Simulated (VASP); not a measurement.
A run of VASP 6.6.1 is set up as follows.

INCAR

```
PREC = Accurate
ENCUT = 520
EDIFF = 1E-7
ISMEAR = 0
SIGMA = 0.1
LREAL = F
LASPH = T
NELM = 150
ALGO = Fast
ISIF = 2
LWAVE = F
LCHARG = F
ISPIN = 2
MAGMOM = 2.84 2.84 0
LORBIT = 11
LMAXMIX = 4
GGA = PE
NBANDS = 31
```

The input KPOINTS:

```
Automatic mesh
0
Gamma
  6 6 6
```

Contents of POSCAR:

```
Mn2Sn
1.0
    1.5182942482      0.8765875929      6.7698030152
   -1.5182942482      0.8765875929      6.7698030152
    0.0000000000     -1.7531751858      6.7698030152
Mn Sn
2 1
Direct
    0.7828269464      0.7828269464      0.7828269464
    0.2171730536      0.2171730536      0.2171730536
    0.0000000000      0.0000000000      0.0000000000
```

Potentials or basis: VASP PAW PBE potentials, release 64 (Mn_pv, Sn_d).

The run is started by

```bash
$ cat potpaw_PBE.64/Mn_pv/POTCAR potpaw_PBE.64/Sn_d/POTCAR > POTCAR
$ mpirun -np 1 vasp_std > vasp.out
```

Question: Estimate the net moment.

Answer: 7.24 μB per cell.

Question: Estimate the pressure.

Answer: 0.1 GPa.

Question: Predict the largest force.

Answer: 0.003 eV/Å.

Forces in eV/Å, atoms in the order of the input:
```
Mn   0.000  0.000  0.003
Mn   0.000  0.000 -0.003
Sn   0.000  0.000  0.000
```

Caveat: the k mesh is coarse (spacing up to 0.40 Å⁻¹), so the values aren't converged.
